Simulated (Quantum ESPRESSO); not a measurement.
Set up this calculation in Quantum ESPRESSO 7.5, as the native input.

```yaml
Task: dielectric tensor
Functional: WC
Potentials_or_basis: PseudoDojo 0.4.1 SR PBE standard
Cutoff: 1143 eV
Density_cutoff: 4572 eV
k_mesh: 6 × 6 × 4, shifted
Occupations: fermi-dirac, width 0.05 eV
Spin: no spin polarisation
Mixing_beta: 0.5
Most_SCF_iterations: 120
SCF_threshold: 8e-10 Ry
```

The system is SnO.

```
Sn O
1.0
     3.81370    0.00000    0.00000
     0.00000    3.81370    0.00000
     0.00000    0.00000    4.88691
Sn O
2 2
Direct
  0.50000 0.00000 0.76463
  0.00000 0.50000 0.23537
  0.00000 0.00000 0.00000
  0.50000 0.50000 0.00000
```

The cell is a database's computed one.

These files were run (other wordings do the same):

pw.in

```
&CONTROL
  calculation = 'scf'
  prefix = 'pwscf'
  outdir = './tmp'
  pseudo_dir = './pseudo'
  tprnfor = .true.
  tstress = .true.
  disk_io = 'low'
/
&SYSTEM
  ibrav = 0
  celldm(1) = 8
  nat = 4
  ntyp = 2
  ecutwfc = 84
  nbnd = 28
  input_dft = 'wc'
  occupations = 'smearing'
  smearing = 'fd'
  degauss = 0.00367493
/
&ELECTRONS
  conv_thr = 8d-10
  electron_maxstep = 120
  mixing_beta = 0.5
/
ATOMIC_SPECIES
Sn   118.7100 Sn.upf
O     15.9990 O.upf
CELL_PARAMETERS alat
  0.9008549360743   0.0000000000000   0.0000000000000
  0.0000000000000   0.9008549360743   0.0000000000000
  0.0000000000000   0.0000000000000   1.1543659664739
ATOMIC_POSITIONS crystal
Sn     0.5000000000    0.0000000000    0.7646261400
Sn     0.0000000000    0.5000000000    0.2353738600
O      0.0000000000    0.0000000000    0.0000000000
O      0.5000000000    0.5000000000    0.0000000000
K_POINTS automatic
6 6 4 1 1 1
```

gamma.in

```
&CONTROL
  calculation = 'bands'
  prefix = 'pwscf'
  outdir = './tmp'
  pseudo_dir = './pseudo'
  disk_io = 'low'
  verbosity = 'high'
/
&SYSTEM
  ibrav = 0
  celldm(1) = 8
  nat = 4
  ntyp = 2
  ecutwfc = 84
  nbnd = 28
  input_dft = 'wc'
  occupations = 'smearing'
  smearing = 'fd'
  degauss = 0.00367493
/
&ELECTRONS
  conv_thr = 1d-08
  electron_maxstep = 120
  mixing_beta = 0.5
  diago_full_acc = .true.
  startingwfc = 'random'
/
ATOMIC_SPECIES
Sn   118.7100 Sn.upf
O     15.9990 O.upf
CELL_PARAMETERS alat
  0.9008549360743   0.0000000000000   0.0000000000000
  0.0000000000000   0.9008549360743   0.0000000000000
  0.0000000000000   0.0000000000000   1.1543659664739
ATOMIC_POSITIONS crystal
Sn     0.5000000000    0.0000000000    0.7646261400
Sn     0.0000000000    0.5000000000    0.2353738600
O      0.0000000000    0.0000000000    0.0000000000
O      0.5000000000    0.5000000000    0.0000000000
K_POINTS crystal
1
0.0 0.0 0.0 1
```

scf2.in

```
&CONTROL
  calculation = 'scf'
  prefix = 'pwscf'
  outdir = './tmp'
  pseudo_dir = './pseudo'
  tprnfor = .true.
  tstress = .true.
  disk_io = 'low'
/
&SYSTEM
  ibrav = 0
  celldm(1) = 8
  nat = 4
  ntyp = 2
  ecutwfc = 84
  nbnd = 28
  input_dft = 'wc'
  occupations = 'fixed'
/
&ELECTRONS
  conv_thr = 1d-13
  electron_maxstep = 120
  mixing_beta = 0.5
  startingpot = 'file'
/
ATOMIC_SPECIES
Sn   118.7100 Sn.upf
O     15.9990 O.upf
CELL_PARAMETERS alat
  0.9008549360743   0.0000000000000   0.0000000000000
  0.0000000000000   0.9008549360743   0.0000000000000
  0.0000000000000   0.0000000000000   1.1543659664739
ATOMIC_POSITIONS crystal
Sn     0.5000000000    0.0000000000    0.7646261400
Sn     0.0000000000    0.5000000000    0.2353738600
O      0.0000000000    0.0000000000    0.0000000000
O      0.5000000000    0.5000000000    0.0000000000
K_POINTS automatic
6 6 4 1 1 1
```

ph.in

```
dielectric of SnO
&INPUTPH
  prefix = 'pwscf'
  outdir = './tmp'
  tr2_ph = 1d-18
  fildyn = 'dyn'
  niter_ph = 90
  alpha_mix(1) = 0.7
  epsil = .true.
  trans = .false.
  zeu = .true.
/
0.0000000000 0.0000000000 0.0000000000
```

Potentials or basis: PseudoDojo 0.4.1 SR PBE standard.

Command:

```bash
$ OMP_NUM_THREADS=1 pw.x -in pw.in > pw.out
$ OMP_NUM_THREADS=1 pw.x -in gamma.in > gamma.out
$ OMP_NUM_THREADS=1 pw.x -in scf2.in > scf2.out
$ OMP_NUM_THREADS=1 ph.x -in ph.in > ph.out
```

Results of the run:

```
Pressure                                : 0.4 GPa
Largest force                           : 0.228 eV/Å
Electronic dielectric tensor (diagonal) : 8.27, 8.27, 7.22
Born charges (mean of the diagonal)     : Sn +3.02; O -3.02 e
```

Caveat: the mesh is thin for the dielectric tensor, Born charges and intensities, which usually come out too large; the potentials were made for another functional, which shifts forces and pressure.

Run time: 15 min on 1 thread of Intel(R) Xeon(R) Processor @ 2.50GHz (Skylake/Cascade Lake), on a shared host, peak memory 0.13 GiB.
